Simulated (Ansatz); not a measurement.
ZrSe2 in the CdI2 structure, relaxed with r2SCAN+rVV10, was run in the PAW code Ansatz under altered settings. All numbers are computed, without spin polarisation but where a row says otherwise.

```yaml
crystal:
  lattice:
    - [3.78811, 0.00000, 0.00000]
    - [-1.89406, 3.28060, 0.00000]
    - [0.00000, 0.00000, 6.18006]
  atoms:
    - { symbol: Zr, position: [0.00000, 0.00000, 0.00000] }
    - { symbol: Se, position: [0.33333, 0.66667, 0.25381] }
    - { symbol: Se, position: [0.66667, 0.33333, 0.74619] }
```

The base run's other keys:
```yaml
kpoints:
  mp_grid: { grid: [6, 6, 2] }
hamiltonian:
  xc: hse06
scf:
  occupations: { method: fixed }
  n_extra_bands: 4
```

It takes 20 iterations with 1521 plane waves at 420 eV and 14 k points, and leaves a mean stress of +0.39 GPa. The gap over this mesh is 0.958 eV.

Outcomes, with energy and stress as changes against the base:
```tsv
setting	outcome	ΔF (meV/atom)	Δ mean stress (GPa)	gap on the mesh (eV)	iterations
PBE hybrid, exx coeff 1.0, omega 0.1 1/Å	converged	–	-2.9	4.858	28
PBE hybrid, exx coeff -0.2, omega 0.2078 1/Å	refused	–	–	–	–
scf.exx.ecutfock_ratio: 1	converged	+3.2	0.0	0.957	20
PBE hybrid, exx coeff 0.3, omega 0.5 1/Å	converged	–	+0.3	0.649	21
scf.max_iter: 1	not converged	–	–	–	1
basis.ecutwfc: 120	converged, warned	+36642	-11.5	1.473	21
```
A dash marks a value that wasn't obtained or can't be compared. Stress is positive in compression. The base's mesh is coarse for a hybrid, so its own values aren't converged.

- PBE hybrid, exx coeff 1.0, omega 0.1 1/Å. That is 100 % exact exchange, screened with ω = 0.1 1/Å, against HSE06's 25 % screened at 0.208 1/Å. The mean stress moves by -2.9 GPa and the gap on the mesh by +3.900 eV (to 4.858). Totals of different functionals aren't comparable. The program warns that on this mesh the truncation of the exchange isn't bounded, so part of the change can be an error of the mesh.
- PBE hybrid, exx coeff -0.2, omega 0.2078 1/Å. It is rejected at once. Error: invalid value for `hamiltonian.xc.exx.coeff`: must be finite and in (0, 1]; got -0.2
- scf.exx.ecutfock_ratio: 1. The free energy moves by +3.2 meV an atom, the mean stress by 0.0 GPa and the gap on the mesh by 0.000 eV (to 0.957). The result is sensitive to this setting.
- PBE hybrid, exx coeff 0.3, omega 0.5 1/Å. That is 30 % exact exchange, screened with ω = 0.5 1/Å, against HSE06's 25 % screened at 0.208 1/Å. The mean stress moves by +0.3 GPa and the gap on the mesh by -0.309 eV (to 0.649). Totals of different functionals aren't comparable.
- scf.max_iter: 1. No converged result was reached. It stopped after 1 iteration; the base needs 20. Nothing that it printed is a property of the solid. Error: did not converge after 1 iteration: dr2 = 2.88e-3 (threshold 1.00e-7), under the density mixer `msr1`, which `scf.mixing.algorithm: auto` chose by the deck's other keys (type `scf.mixing.algorithm: msr1` to keep it); this SCF is the semilocal warm-up of a hybrid solve, ahead of its exchange loop […]
- basis.ecutwfc: 120. 245 plane waves in place of 1521. The free energy moves by +36642 meV an atom, the mean stress by -11.5 GPa and the gap on the mesh by +0.516 eV (to 1.473). The basis is too small: these are errors of the cutoff. Warned: cutoff below recommended.

Spin-orbit coupling is left out.

The program warns that its thresholds are loose for a hybrid's stress.

The meshes of the hybrids are coarse, so their gaps aren't converged to the digits shown.
